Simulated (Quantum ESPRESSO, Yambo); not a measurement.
# A GW chain in Yambo: ZnSe (Stilleite), part 2 of 3

Aim: the G0W0 gap of ZnSe (Stilleite) on PBE, step by step.

Quantum ESPRESSO 7.5 and Yambo 5.3.0; PBE and many-body steps on it, plane waves. Known limits of the many-body steps: not at the basis limit; no spin-orbit coupling; coarse k mesh.

So far. Step 2 (Ground state): The gap is direct, at Γ. Step 3 (Bands along the symmetry lines): The gap is 1.291 eV, as in the run before at this level.

### Step 4. Empty states on the mesh, 4×4×4 mesh, 89 bands

Level of this step: DFT, PBE, plane waves, norm-conserving pseudopotentials (Quantum ESPRESSO).

The sums over transitions need many empty states on a uniform mesh; this step solves for them.

The input, pw.in:

```
&control
  calculation = 'nscf'
  prefix = 'x'
  outdir = 'o'
  pseudo_dir = 'pseudo'
/
&system
  ibrav = 0
  nat = 2
  ntyp = 2
  ecutwfc = 104.0
  nbnd = 89
  force_symmorphic = .true.
/
&electrons
  conv_thr = 1e-9
  electron_maxstep = 80
  diago_full_acc = .true.
  diago_thr_init = 5e-6
/
ATOMIC_SPECIES
  Zn 65.38 Zn.upf
  Se 78.971 Se.upf
CELL_PARAMETERS angstrom
  -0.0000000000 2.8338000000 2.8338000000
  2.8338000000 -0.0000000000 2.8338000000
  2.8338000000 2.8338000000 0.0000000000
ATOMIC_POSITIONS crystal
  Zn 0.0000000000 0.0000000000 0.0000000000
  Se 0.2500000000 0.2500000000 0.2500000000
K_POINTS automatic
  4 4 4 0 0 0
```

The run is started by

```console
> OMP_NUM_THREADS=1 mpirun -n 8 pw.x -nk 4 -in pw.in > pw.out
```

Log:

```text
[banner, memory and clock lines left out]
Program PWSCF v.7.5 starts

     Atomic positions and unit cell read from directory:
     o/x.save/

     Message from routine setup:
     using ibrav=0 with symmetry is DISCOURAGED, use correct ibrav instead

     bravais-lattice index     =            0
     lattice parameter (alat)  =       7.5733  a.u.
     unit-cell volume          =     307.1384 (a.u.)^3
     number of atoms/cell      =            2
     number of atomic types    =            2
     number of electrons       =        44.00
     number of Kohn-Sham states=           89
     kinetic-energy cutoff     =     104.0000  Ry
     charge density cutoff     =     416.0000  Ry
     Exchange-correlation= PBE
                           (   1   4   3   4   0   0   0)

     celldm(1)=   7.573263  celldm(2)=   0.000000  celldm(3)=   0.000000
     celldm(4)=   0.000000  celldm(5)=   0.000000  celldm(6)=   0.000000

     crystal axes: (cart. coord. in units of alat)
               a(1) = (  -0.000000   0.707107   0.707107 )
               a(2) = (   0.707107  -0.000000   0.707107 )
               a(3) = (   0.707107   0.707107   0.000000 )

     reciprocal axes: (cart. coord. in units 2 pi/alat)
               b(1) = ( -0.707107  0.707107  0.707107 )
               b(2) = (  0.707107 -0.707107  0.707107 )
               b(3) = (  0.707107  0.707107 -0.707107 )
     Pseudo is Norm-conserving + core correction, Zval = 20.0
     Generated using ONCVPSP code by D. R. Hamann
     Using radial grid of 1326 points,  6 beta functions with:
     Pseudo is Norm-conserving + core correction, Zval = 24.0
     Generated using ONCVPSP code by D. R. Hamann
     Using radial grid of 1214 points,  6 beta functions with:
     Zn               20.00    65.38000     Zn( 1.00)
     Se               24.00    78.97100     Se( 1.00)

     24 Sym. Ops. (no inversion) found

   Cartesian axes

     site n.     atom                  positions (alat units)
         1        Zn     tau(   1) = (   0.0000000   0.0000000   0.0000000  )
         2        Se     tau(   2) = (   0.3535534   0.3535534   0.3535534  )

     number of k points=     8
                       cart. coord. in units 2pi/alat
        k(    1) = (   0.0000000   0.0000000   0.0000000), wk =   0.0312500
        k(    2) = (   0.1767767   0.1767767  -0.1767767), wk =   0.2500000
        k(    3) = (  -0.3535534  -0.3535534   0.3535534), wk =   0.1250000
[...]
k(    7) = (  -0.7071068   0.0000000   0.0000000), wk =   0.0937500
        k(    8) = (  -0.7071068   0.3535534   0.0000000), wk =   0.1875000

     Dense  grid:    44039 G-vectors     FFT dimensions: (  50,  50,  50)

     The potential is recalculated from file :
     o/x.save/charge-density

     Starting wfcs are   23 randomized atomic wfcs +   66 random wfcs

     Band Structure Calculation

     End of band structure calculation

          k = 0.0000 0.0000 0.0000 (  5577 PWs)   bands (ev):

  -198.4430-137.9212-137.9212-137.9212-116.4660 -70.6256 -70.6256 -70.6256
   -38.0966 -38.0966 -38.0966 -38.0925 -38.0925  -4.4790   2.2368   2.2368
     2.2368   2.6048   2.6048   8.7791   8.7791   8.7791  10.0703  14.5929
    14.5929  14.5929  18.7189  20.2713  20.2713  21.8455  21.8455  21.8455
[...]
82.6339

          k = 0.1768 0.1768-0.1768 (  5492 PWs)   bands (ev):

  -198.4430-137.9212-137.9212-137.9212-116.4660 -70.6257 -70.6257 -70.6257
[...]
79.3148

          k =-0.3536-0.3536 0.3536 (  5480 PWs)   bands (ev):

  -198.4430-137.9212-137.9212-137.9212-116.4660 -70.6257 -70.6257 -70.6257
[...]
66.8190  66.8190  66.8650  68.6406  68.6406  68.7404  68.8674  68.8674
    69.9700  70.4084  73.0952  73.0952  73.3192  73.4134  73.4134  74.2608
    77.1718

          k = 0.3536 0.0000 0.0000 (  5457 PWs)   bands (ev):

     [... further k-points ...]

     highest occupied, lowest unoccupied level (ev):     8.7791   10.0703

     XML data file, pseudopotentials, collected wavefunctions
```

It took 4.9 s on 8 MPI ranks of Arm Neoverse V1, shared host; peak memory 0.54 GiB; 38 s of CPU time.

This step gave:

| Quantity | Value |
| --- | --- |
| gap | 1.291 eV |
| k of the valence top | 0, 0, 0 |
| k of the conduction bottom | 0, 0, 0 |
| least direct gap | 1.291 eV |
| k points computed | 8 |
| lowest point of the top converged band, above the valence top | 67.8994 eV |

On this mesh the gap is 1.291 eV.

### Step 5. Conversion and set-up

This step: Yambo 5.3.0; conversion and set-up on PBE, plane waves, norm-conserving pseudopotentials.

The states are converted to the many-body program's format and the q mesh is built.

The run is started by

```console
> (cd o/x.save; p2y > p2y.log; mv SAVE ../..); yambo > setup.log
```

Log:

```text
 Yambo, version 5.3.0

 [02] CORE Variables Setup
 =========================

  [02.01] Unit cells
  ==================

  Cell kind             :  FCC
  Atoms in the cell     :  Zn  Se
  number of Zn atoms    :  1
  number of Se atoms    :  1

  List of atomic masses
  Mass of Zn    :  65.38000
  Mass of Se    :  78.97100

  List of atomic coordinates    : [cc]
  Zn1       :  0.000000  0.000000  0.000000  order 1
  Se1       :  2.677553  2.677553  2.677553  order 2

  Alat factors          :  5.355106  5.355106  5.355106 [a.u.]
  Direct lattice volume :  307.1384 [a.u.]
  Direct lattice vectors:  A[ 1 ]  A[ 2 ]  A[ 3 ]
   A[ 1 ]: -0.000000  1.000000  1.000000  [iru]
  -0.000000  5.355106  5.355106  [cc]
   A[ 2 ]:  1.000000 -0.000000  1.000000  [iru]
   5.355106 -0.000000  5.355106  [cc]
   A[ 3 ]:  1.000000  1.000000  0.000000  [iru]
   5.355106  5.355106  0.000000  [cc]

  Recip. lattice volume :  0.807617 [a.u.]
  Recip. lattice vectors:  B[ 1 ]  B[ 2 ]  B[ 3 ]
   B[ 1 ]: -0.500000  0.500000  0.500000  [iku]
  -0.586654  0.586654  0.586654  [cc]
   B[ 2 ]:  0.500000 -0.500000  0.500000  [iku]
   0.586654 -0.586654  0.586654  [cc]
   B[ 3 ]:  0.500000  0.500000 -0.500000  [iku]
   0.586654  0.586654 -0.586654  [cc]

  [02.02] Symmetries
  ==================

  Inversion symmetry    : yes
  Spatial inversion     : no
  Inversion index       :  25
  K-space Time-reversal : yes
  Magnetic symmetries   : no
  Time-reversal derived K-space symmetries:   25   48
  Group table correct   : yes
  Symmetries units      :  [cc]

   [S  1]:   1.0000      0.12943E-16  0.12943E-16  0.12943E-16   1.0000     -0.12943E-16 -0.12943E-16 -0.12943E-16   1.0000
   [S  2]:  -1.0000     -0.12943E-16  0.12943E-16 -0.12943E-16  -1.0000     -0.12943E-16  0.12943E-16  0.12943E-16   1.0000
   [S  3]:  -1.0000      0.12943E-16 -0.12943E-16 -0.12943E-16   1.0000      0.12943E-16  0.12943E-16 -0.12943E-16  -1.0000
[...]
[S  9]:  0.12943E-16   1.0000      0.12943E-16 -0.12943E-16  0.12943E-16   1.0000       1.0000     -0.12943E-16 -0.12943E-16
   [S 10]:  0.12943E-16  -1.0000     -0.12943E-16 -0.12943E-16 -0.12943E-16  -1.0000       1.0000      0.12943E-16  0.12943E-16
     [... 36 further rows ...]
   [S*47]:   1.0000      0.12943E-16 -0.12943E-16  0.12943E-16 -0.12943E-16  -1.0000     -0.12943E-16   1.0000      0.12943E-16
   [S*48]:   1.0000     -0.12943E-16  0.12943E-16  0.12943E-16  0.12943E-16   1.0000     -0.12943E-16  -1.0000     -0.12943E-16

  [02.03] Reciprocal space
  ========================

  nG shells         :   406
  nG charge         :   44039
  nG WFs            :   6589
  nC WFs            :   5577
  G-vecs. in first 40 shells:  [ Number ]
     1    9   15   27   51   59   65   89  113
    137   169   181   229   259   283   307   331   339
    387   411   459   531   537   561   609   645   701
[...]
1139  1211  1243  1291
  ...
[...]
K/Q-points units:
  rlu = crystal or reduced units; cc = cartesian coordinates; iku = interal k-units

  K [1]          [rlu]:  0.000000  0.000000  0.000000
         WF components:   5577
  K [2]          [rlu]:  0.33641E-17  0.33641E-17  0.25000
         WF components:   5492
  K [3]          [rlu]: -0.67283E-17 -0.67283E-17 -0.50000
         WF components:   5480
  K [4]          [rlu]: -0.60307E-17  0.25000      0.25000
         WF components:   5457
  K [5]          [rlu]: -0.10092E-16  0.25000     -0.50000
         WF components:   5486
  [... 2 further k-points ...]
  K [8]          [rlu]:  0.250000 -0.500000 -0.250000
         WF components:   5520

  [02.05] Energies & Occupations
  ==============================

  [X] === General ===
  [X] Electronic Temperature                        :  0.000000  0.000000 [eV K]
  [X] Bosonic    Temperature                        :  0.000000  0.000000 [eV K]
  [X] Finite Temperature mode                       : no
  [X] El. density                                   :  0.96675E+24 [cm-3]
  [X] Fermi Level                                   :  8.779089 [eV]

  [X] === Gaps and Widths ===
  [X] Conduction Band Min                           :  1.291204 [eV]
  [X] Valence Band Max                              :  0.000000 [eV]
  [X] Filled Bands                                  :  22
  [X] Empty Bands                                   :   23   89
  [X] Direct Gap                                    :  1.291204 [eV]
  [X] Direct Gap localized at k                     :  1
  [X] Indirect Gap                                  :  1.291204 [eV]
  [X] Indirect Gap between kpts                     :  1  1
  [X] Last valence band width                       :  2.657666 [eV]
  [X] 1st conduction band width                     :  4.197883 [eV]

  E @ K [1]:  [eV]
  -207.2221 -146.7002 -146.7002 -146.7002 -125.2451  -79.4047  -79.4047  -79.4047
  -46.87564 -46.87564 -46.87564 -46.87154 -46.87154 -13.25808  -6.54231  -6.54231
   -6.54231     -6.17424     -6.17424    -0.456774E-7 -0.209509E-7   0.00000      1.29120      5.81377
[...]
occ @ K [1]
[...]
E @ K [2]:  [eV]
[...]
occ @ K [2]
[...]
E @ K [3]:  [eV]
[...]
occ @ K [3]
[...]
E @ K [4]:  [eV]
[...]
occ @ K [4]
[...]
E @ K [5]:  [eV]
[...]
occ @ K [5]
[...]
[... 2 further k-points ...]
  E @ K [8]:  [eV]
[...]
occ @ K [8]
[...]
0.000000  0.000000  0.000000  0.000000  0.000000  0.000000  0.000000  0.000000
   0.000000  0.000000  0.000000  0.000000  0.000000  0.000000  0.000000  0.000000

 [03] Transferred momenta grid and indexing
 ==========================================

 IBZ Q-points                                      :   8
 BZ  Q-points                                      :   64

 K/Q-points units:
 rlu = crystal or reduced units; cc = cartesian coordinates; iku = interal k-units

 Q [1]          [rlu]:  0.000000  0.000000  0.000000
 Q [2]          [rlu]:  0.33641E-17  0.33641E-17  0.25000
 Q [3]          [rlu]: -0.67283E-17 -0.67283E-17 -0.50000
[...]
Q [7]          [rlu]:  0.12061E-16 -0.50000     -0.50000
 Q [8]          [rlu]:  0.250000 -0.500000 -0.250000

  [03.01] X indexes
  =================

   [03.01.01] Sigma indexes
   ========================

 [06] Game Over & Game summary
```

Run time: 3 s. Hardware: 1 MPI rank; peak memory 0.26 GiB.

(Part 2 of 3 ends here.)

[Paths, hosts, dates, memory and timing lines, banners, echoed tables and standing remarks are left out of the program output.]

[Logs are printed without paths, hosts, clocks, repeated set-up lines and the standing remarks that a program may print on its own settings, such as how far it seeks lower states.]

[Runs of the session that timed out or met a known fault of the program may be left out.]

[Hosts, paths, dates, database ids (printed as entryN), source tags and the programs' standing remarks are cut or masked in the printed files.]
